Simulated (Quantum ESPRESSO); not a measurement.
A calculation with Quantum ESPRESSO 7.5 of ZrH2 (native input, structure typed inline):

The input pw.in:

```
&CONTROL
  calculation = 'scf'
  prefix = 'pwscf'
  outdir = './tmp'
  pseudo_dir = './pseudo'
  tprnfor = .true.
  tstress = .true.
  disk_io = 'low'
/
&SYSTEM
  ibrav = 0
  nat = 3
  ntyp = 2
  ecutwfc = 45
  ecutrho = 360
  nbnd = 13
  occupations = 'smearing'
  smearing = 'fd'
  degauss = 0.00367493
/
&ELECTRONS
  conv_thr = 6d-10
  electron_maxstep = 120
  mixing_beta = 0.5
/
ATOMIC_SPECIES
Zr    91.2240 zr_pbesol_v1.uspp.F.UPF
H      1.0080 h_pbesol_v1.4.uspp.F.UPF
CELL_PARAMETERS angstrom
   0.0000000000    2.4092250000    2.4092250000
   2.4092250000    0.0000000000    2.4092250000
   2.4092250000    2.4092250000    0.0000000000
ATOMIC_POSITIONS crystal
Zr     0.0000000000    0.0000000000    0.0000000000
H      0.2500000000    0.2500000000    0.2500000000
H      0.7500000000    0.7500000000    0.7500000000
K_POINTS automatic
10 10 10 0 0 0
```

The input pp_density.in:

```
&INPUTPP
  prefix = 'pwscf'
  outdir = './tmp'
  filplot = 'density.dat'
  plot_num = 0
/
&PLOT
  nfile = 1
  filepp(1) = 'density.dat'
  iflag = 3
  output_format = 6
  fileout = 'density.cube'
/
```

File pp_potential.in:

```
&INPUTPP
  prefix = 'pwscf'
  outdir = './tmp'
  filplot = 'potential.dat'
  plot_num = 11
/
&PLOT
  nfile = 1
  filepp(1) = 'potential.dat'
  iflag = 3
  output_format = 6
  fileout = 'potential.cube'
/
```

Potentials or basis: GBRV 1.5 PBEsol.

The run is started by

```console
$ OMP_NUM_THREADS=1 mpirun -n 2 pw.x -nk 2 -in pw.in > pw.out
$ OMP_NUM_THREADS=1 mpirun -n 1 pp.x -in pp_density.in > pp_density.out
$ OMP_NUM_THREADS=1 mpirun -n 1 pp.x -in pp_potential.in > pp_potential.out
```

The cell is a database's computed one.

Question: Write the same calculation in another form: ASE script, structure typed inline.

Answer: As run:

File run.py:

```python
import numpy as np
from ase.calculators.espresso import Espresso, EspressoProfile
from ase import Atoms

atoms = Atoms(['Zr', 'H', 'H'],
              cell=[[0.0, 2.409225, 2.409225], [2.409225, 0.0, 2.409225], [2.409225, 2.409225, 0.0]],
              scaled_positions=[[0.0, 0.0, 0.0], [0.25, 0.25, 0.25], [0.75, 0.75, 0.75]],
              pbc=True)

input_data = {
    'control': {'calculation': 'scf', 'prefix': 'pwscf', 'outdir': './tmp', 'tprnfor': True, 'tstress': True, 'disk_io': 'nowf'},
    'system': {'ecutwfc': 45.0, 'ecutrho': 360.0, 'nbnd': 13, 'occupations': 'smearing', 'smearing': 'fd', 'degauss': 0.00367493},
    'electrons': {'conv_thr': 6e-10, 'electron_maxstep': 120, 'mixing_beta': 0.5},
}
pseudopotentials = {'H': 'h_pbesol_v1.4.uspp.F.UPF', 'Zr': 'zr_pbesol_v1.uspp.F.UPF'}
profile = EspressoProfile(command='mpirun -n 2 pw.x -nk 2', pseudo_dir='pseudo')
dft = Espresso(profile=profile, input_data=input_data, pseudopotentials=pseudopotentials, kpts=(10, 10, 10), koffset=(0, 0, 0))
atoms.calc = dft

print(f'energy {atoms.get_potential_energy():.8f} eV')
print('forces (eV/A)')
print(np.round(atoms.get_forces(), 6))
print('stress (eV/A^3, Voigt)')
print(np.round(atoms.get_stress(), 8))
print(f'Fermi level {dft.get_fermi_level():.4f} eV')
```

Potentials or basis: GBRV 1.5 PBEsol.

Run with:

```bash
$ OMP_NUM_THREADS=1 python run.py
```

Both were run:

|  | native input, structure typed inline | ASE script, structure typed inline |
| --- | --- | --- |
| Pressure | -4.7 GPa | -4.7 GPa |
| Band gap on the k mesh | none (metal or under the smearing width) | none (metal or under the smearing width) |

Keys that steer only the numerical path or the files written may differ.
